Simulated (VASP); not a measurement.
# SiO2 (P6_322) in VASP: notebook, part 2 of 2

VASP 6.6.1.

**8. Dielectric tensor, LDA**

This run uses another cell than the first one, of 15.87 Å³/atom, 1.025 times its volume.

Input file INCAR:

```
ALGO     = Fast           # electronic algorithm
EDIFF    = 1E-8           # SCF threshold, eV
ENCUT    = 520            # plane-wave cutoff, eV
ISIF     = 2              # what is computed and relaxed
ISMEAR   = 0              # smearing method
KPAR     = 4            
LASPH    = T              # aspherical terms in the spheres
LCHARG   = F              # write CHGCAR
LEPSILON = T              # dielectric tensor by DFPT
LREAL    = F              # projectors in reciprocal space
LWAVE    = F              # write WAVECAR
NELM     = 60             # most SCF steps
PREC     = Accurate       # precision mode
SIGMA    = 0.02           # smearing width, eV
```

Input file KPOINTS:

```
k-points
0
Gamma
  6 6 4
```

Input file POSCAR:

```
SiO2
1.0
    5.0690738885      0.0000000000      0.0000000000
   -2.5345369442      4.3899467611      0.0000000000
    0.0000000000      0.0000000000      8.5584885400
Si O
4 8
Direct
    0.3333333333      0.6666666667      0.4371258000
    0.3333333333      0.6666666667      0.0628742000
    0.6666666667      0.3333333333      0.5628742000
    0.6666666667      0.3333333333      0.9371258000
    0.4212587450      0.0000000000      0.0000000000
    0.3333333333      0.6666666667      0.2500000000
    0.6666666667      0.3333333333      0.7500000000
    0.0000000000      0.5787412550      0.5000000000
    0.5787412550      0.5787412550      0.0000000000
    0.5787412550      0.0000000000      0.5000000000
    0.4212587450      0.4212587450      0.5000000000
    0.0000000000      0.4212587450      0.0000000000
```

Potentials or basis: VASP PAW LDA potentials, release 64 (Si, O).

On the command line:

```sh
$ cat potpaw_LDA.64/Si/POTCAR potpaw_LDA.64/O/POTCAR > POTCAR
$ mpirun -np 4 vasp_std > vasp.out
```

OUTCAR:

```text
EDIFF = 1E-8
   ENCUT = 520
   ISIF = 2
   ISMEAR = 0
   LASPH = T
   LEPSILON = T
   LREAL = F
   NELM = 60
   PREC = Accurate

 ion  position               nearest neighbor table
   1  0.333  0.667  0.437-   6 1.60   8 1.61  10 1.61  11 1.61   3 3.12   3 3.12   3 3.12
   2  0.333  0.667  0.063-   6 1.60   5 1.61  12 1.61   9 1.61   4 3.12   4 3.12   4 3.12
   3  0.667  0.333  0.563-   7 1.60  10 1.61   8 1.61  11 1.61   1 3.12   1 3.12   1 3.12
   4  0.667  0.333  0.937-   7 1.60  12 1.61   5 1.61   9 1.61   2 3.12   2 3.12   2 3.12
   5  0.421  0.000  0.000-   2 1.61   4 1.61
   6  0.333  0.667  0.250-   1 1.60   2 1.60
   7  0.667  0.333  0.750-   3 1.60   4 1.60
   8  0.000  0.579  0.500-   1 1.61   3 1.61
   9  0.579  0.579  0.000-   4 1.61   2 1.61
  10  0.579  0.000  0.500-   3 1.61   1 1.61
  11  0.421  0.421  0.500-   1 1.61   3 1.61
  12  0.000  0.421  0.000-   4 1.61   2 1.61

  LATTYP: Found a hexagonal cell.
 ALAT       =     5.0690738885
 C/A-ratio  =     1.6883732075

  Lattice vectors:

 A1 = (   5.0690738885,   0.0000000000,   0.0000000000)
 A2 = (  -2.5345369442,   4.3899467611,   0.0000000000)
 A3 = (   0.0000000000,   0.0000000000,   8.5584885400)

Analysis of symmetry for initial positions (statically):
=====================================================================
 Subroutine PRICEL returns:
 Original cell was already a primitive cell.

 Routine SETGRP: Setting up the symmetry group for a
[... 1152 lines left out ...]
     0.00000 -0.00000  0.00000
     0.00000  0.00000 -0.00000
     0.00000  0.00000 -0.00001

 MACROSCOPIC STATIC DIELECTRIC TENSOR (including local field effects in DFT)
 ------------------------------------------------------
           2.150274     0.000000     0.000000
           0.000000     2.150274     0.000000
           0.000000     0.000000     2.164780
 ------------------------------------------------------

 PIEZOELECTRIC TENSOR (including local field effects)  for field in x, y, z        (e  Angst)
          XX          YY          ZZ          XY          YZ          ZX
  --------------------------------------------------------------------------------
  x     0.00000     0.00000    -0.00000    -0.00000     0.38389    -0.00000
  y     0.00000     0.00000    -0.00000     0.00000     0.00000    -0.38389
  z     0.00000    -0.00000     0.00000     0.00000     0.00000     0.00000

 PIEZOELECTRIC TENSOR (including local field effects)  for field in x, y, z        (C/m^2)
          XX          YY          ZZ          XY          YZ          ZX
  --------------------------------------------------------------------------------
  x     0.00000     0.00000    -0.00000    -0.00000     0.03229    -0.00000
  y     0.00000     0.00000    -0.00000     0.00000     0.00000    -0.03229
  z     0.00000    -0.00000     0.00000     0.00000     0.00000     0.00000

 BORN EFFECTIVE CHARGES (including local field effects) (in |e|, cummulative output)
 ---------------------------------------------------------------------------------
 ion    1
    1     3.33377    -0.28105    -0.00000
    2     0.28105     3.33377     0.00000
    3     0.00000     0.00000     3.45523
 ion    2
    1     3.33377     0.28105     0.00000
    2    -0.28105     3.33377    -0.00000
    3    -0.00000     0.00000     3.45523
 ion    3
    1     3.33377     0.28105    -0.00000
    2    -0.28105     3.33377     0.00000
    3     0.00000    -0.00000     3.45523
 ion    4
    1     3.33377    -0.28105     0.00000
    2     0.28105     3.33377    -0.00000
    3     0.00000     0.00000     3.45523
 ion    5
[... 16 lines left out ...]
    1    -2.30047     0.71933     0.51049
    2     0.71933    -1.46985    -0.29473
    3     0.54218    -0.31303    -1.24507
 ion   10
    1    -1.05454    -0.00000    -0.00000
    2    -0.00000    -2.71578    -0.58946
    3    -0.00000    -0.62605    -1.24507
 ion   11
    1    -2.30047     0.71933    -0.51049
    2     0.71933    -1.46985     0.29473
    3    -0.54218     0.31303    -1.24507
 ion   12
    1    -2.30047    -0.71933    -0.51049
    2    -0.71933    -1.46985    -0.29473
    3    -0.54218    -0.31303    -1.24507
```

stdout:

```text
POSCAR found type information on POSCAR SiO
 POSCAR found :  2 types and      12 ions
 scaLAPACK will be used
 LDA part: xc-table for (Slater(with rela. corr.)+CA(PZ))
 , standard interpolation
 POSCAR, INCAR and KPOINTS ok, starting setup
 FFT: planning ... GRIDC
 FFT: planning ... GRID_SOFT
 FFT: planning ... GRID
 WAVECAR not read
 entering main loop
 Linear response reoptimize wavefunctions to high precision
 Linear response G [H, r] |phi>, progress :
  Direction:   1
 Linear response G [H, r] |phi>, progress :
  Direction:   2
 Linear response G [H, r] |phi>, progress :
  Direction:   3
 Linear response to external field (no local field effect), progress :
  Direction:   1
 dielectric tensor                  component  1 :     2.241    -0.112    -0.006
 Linear response to external field (no local field effect), progress :
  Direction:   2
 dielectric tensor                  component  2 :    -0.112     2.303    -0.006
 Linear response to external field (no local field effect), progress :
  Direction:   3
 dielectric tensor                  component  3 :    -0.006    -0.006     2.278
 Linear response to external field, progress :
  Direction:   1
 dielectric tensor                  component  1 :     2.150    -0.044     0.001
 Linear response to external field, progress :
  Direction:   2
 dielectric tensor                  component  2 :    -0.027     2.150    -0.004
 Linear response to external field, progress :
  Direction:   3
 dielectric tensor                  component  3 :    -0.006    -0.004     2.165
 Born effective charges drift removed
```

It took 5.2 min on 4 MPI ranks of Intel Xeon Platinum 8559C (Emerald Rapids), shared host; peak memory 0.81 GiB.

Results:

| Item | Value |
| --- | --- |
| Band gap on the k mesh | 5.38 eV, indirect (least direct gap 5.42 eV) |
| Electronic dielectric tensor (diagonal) | 2.15, 2.15, 2.16 |
| Born charges (mean of the diagonal) | Si +3.37; O -1.67, -1.73 e |

Levels at points of the mesh, in eV from the valence-band top:
```
           k point  band 28  band 29  band 30  band 31  band 32  band 33  band 34  band 35  band 36  band 37
(0.00, 0.00, 0.00)    -0.86    -0.70    -0.65    -0.04    -0.04     5.38     7.66     8.03     8.59     9.09
(0.50, 0.00, 0.00)    -1.23    -0.95    -0.77    -0.64    -0.03     7.63     8.02     8.57     9.03     9.05
(0.00, 0.00, 0.50)    -0.67    -0.64    -0.64    -0.21    -0.21     6.16     6.16     8.97     8.97     9.18
(0.50, 0.00, 0.50)    -1.09    -0.76    -0.76    -0.36    -0.36     8.04     8.04     8.29     8.29     9.14
```

Electronic dielectric tensor:
```
2.15 0.00 0.00
0.00 2.15 0.00
0.00 0.00 2.16
```

Born effective charge tensors (e):
atom 1, Si
```
 3.33 -0.28  0.00
 0.28  3.33  0.00
 0.00  0.00  3.46
```
atom 2, Si
```
 3.33  0.28  0.00
-0.28  3.33  0.00
 0.00  0.00  3.46
```
atom 3, Si
```
 3.33  0.28  0.00
-0.28  3.33  0.00
 0.00  0.00  3.46
```
atom 4, Si
```
 3.33 -0.28  0.00
 0.28  3.33  0.00
 0.00  0.00  3.46
```
atom 5, O
```
-1.05  0.00  0.00
 0.00 -2.72  0.59
 0.00  0.63 -1.25
```
atom 6, O
```
-1.01  0.00  0.00
 0.00 -1.01  0.00
 0.00  0.00 -3.18
```
atom 7, O
```
-1.01  0.00  0.00
 0.00 -1.01  0.00
 0.00  0.00 -3.18
```
atom 8, O
```
-2.30 -0.72  0.51
-0.72 -1.47  0.29
 0.54  0.31 -1.25
```
atom 9, O
```
-2.30  0.72  0.51
 0.72 -1.47 -0.29
 0.54 -0.31 -1.25
```
atom 10, O
```
-1.05  0.00  0.00
 0.00 -2.72 -0.59
 0.00 -0.63 -1.25
```
atom 11, O
```
-2.30  0.72 -0.51
 0.72 -1.47  0.29
-0.54  0.31 -1.25
```
atom 12, O
```
-2.30 -0.72 -0.51
-0.72 -1.47 -0.29
-0.54 -0.31 -1.25
```

A k mesh can miss the band edges. A hybrid or GW would open this gap; LDA tends to underestimate it.
